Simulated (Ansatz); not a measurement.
Input and command of a plane-wave DFT calculation in Ansatz:

```yaml
crystal:
  lattice:
    - [1.990968, -2.15355, 0.0]
    - [1.990968, 2.15355, 0.0]
    - [0.0, 0.0, 5.155928]
  atoms:
    - { symbol: Cu, position: [0.0, 0.5, 0.0] }
    - { symbol: Cu, position: [0.5, 0.0, 0.5] }
    - { symbol: O, position: [0.5, 0.5, 0.25] }
    - { symbol: O, position: [0.5, 0.5, 0.75] }
basis:
  ecutwfc: 420
kpoints:
  mp_grid: { grid: [14, 14, 8] }
hamiltonian:
  xc: pbesol
scf:
  occupations: { method: gaussian, width: 0.1 }
  mixing: { ndim: 5, algorithm: broyden }
  max_iter: 120
  lower_state_search: "off"
  initial_density: { chi_scale: 0, normalization: atom }
output:
  forces: true
  stress: true
  eigenvalues: true
```

```bash
ansatz run input.yaml --threads 1 --pin off --max-ram 2560MiB --backend cpu --events-out ev --progress --plain --runs-dir out
```

Processor: Oxide Virtual Turin-like Processor (Zen 5), 1 thread, on a host shared with other jobs.

Q: How long does it run, and how much memory does it take?

A: About 13 s on 1 thread of Oxide Virtual Turin-like Processor (Zen 5) (shared host), peak memory 0.55 GiB. It solves 30 bands at 285 k points (the mesh reduced by symmetry) with about 841 plane waves, in 13 SCF iterations.
